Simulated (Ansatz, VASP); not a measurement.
This is a calculation of Sb for Ansatz 0.2.0.

The input input.yaml:

```yaml
crystal:
  lattice:
    - [3.122402, 0.0, 0.0]
    - [0.0, 4.347518, 0.0]
    - [-0.038915, 0.0, 4.405852]
  atoms:
    - { symbol: Sb, position: [0.011389, 0.25, 0.241166] }
    - { symbol: Sb, position: [0.988611, 0.75, 0.758834] }
hamiltonian:
  xc: lda
  pseudopotentials: { kind: paw }
kpoints:
  mp_grid: { grid: [9, 6, 6] }
scf:
  occupations: { method: fermi_dirac, width: 0.05 }
output:
  forces: true
  stress: true
  eigenvalues: true
relax:
  f_tol: 0.01
  max_steps: 40
  cell: { stress_tol: 0.05 }
```

Potentials or basis: Ansatz PAW.

Command:

```bash
$ ansatz run input.yaml --threads 2 --pin off --max-ram 5632MiB --backend cpu --events-out ev --progress --plain --runs-dir out
```

**Question.** Translate it to VASP 6.6.1. Potentials there: VASP PAW LDA potentials, release 64 (Sb).

**Answer.** As run (the cutoff follows the program's own potentials):

Contents of INCAR:

```
PREC     = Accurate       # precision mode
ENCUT    = 600            # plane-wave cutoff, eV
EDIFF    = 1E-6           # SCF threshold, eV
ISMEAR   = -1             # smearing method
SIGMA    = 0.05           # smearing width, eV
LREAL    = F              # projectors in reciprocal space
LASPH    = T              # aspherical terms in the spheres
NELM     = 100            # most SCF steps
ALGO     = Normal         # electronic algorithm
ISIF     = 3              # what is computed and relaxed
LWAVE    = F              # write WAVECAR
LCHARG   = F              # write CHGCAR
IBRION   = 2              # ionic algorithm
NSW      = 40             # ionic steps
EDIFFG   = -0.01          # ionic threshold
PSTRESS  = 0
```

The input KPOINTS:

```
regular mesh
0
Gamma
  9 6 6
```

POSCAR

```
Sb
1.0
    3.1224020000      0.0000000000      0.0000000000
    0.0000000000      4.3475180000      0.0000000000
   -0.0389150000      0.0000000000      4.4058520000
Sb
2
Direct
    0.0113890000      0.2500000000      0.2411660000
    0.9886110000      0.7500000000      0.7588340000
```

Potentials or basis: VASP PAW LDA potentials, release 64 (Sb).

Run with:

```console
$ cat potpaw_LDA.64/Sb/POTCAR > POTCAR
$ mpirun -np 1 vasp_std > vasp.out
```

Both were run:

|  | VASP | Ansatz | Ansatz less VASP |
| --- | --- | --- | --- |
| gap on the k mesh at the Fermi level, each at its own relaxed structure (eV) | none | none | - |
| relaxed volume (Å³/atom) | 28.15 | 28.05 | -0.096 |
| relaxed cell length with the largest relative difference (Å) | 4.309 | 4.291 | -0.0183 |
| energy change over the relaxation (meV/atom) | -20 | -22 | -1.6 |

A gap of «none» marks a metal or a gap that the smearing closes. The two sets of potentials don't hold the same shells in valence.

Caveats: the plane-wave basis is chosen anew once the cell has moved, so the energies of steps on either side of that aren't comparable (Ansatz); the PAW data sets come from PBE, with cores solved anew for the run's functional, which leaves a small shift of forces and pressure (Ansatz). Spin-orbit coupling is left out, which matters for the levels of Sb.
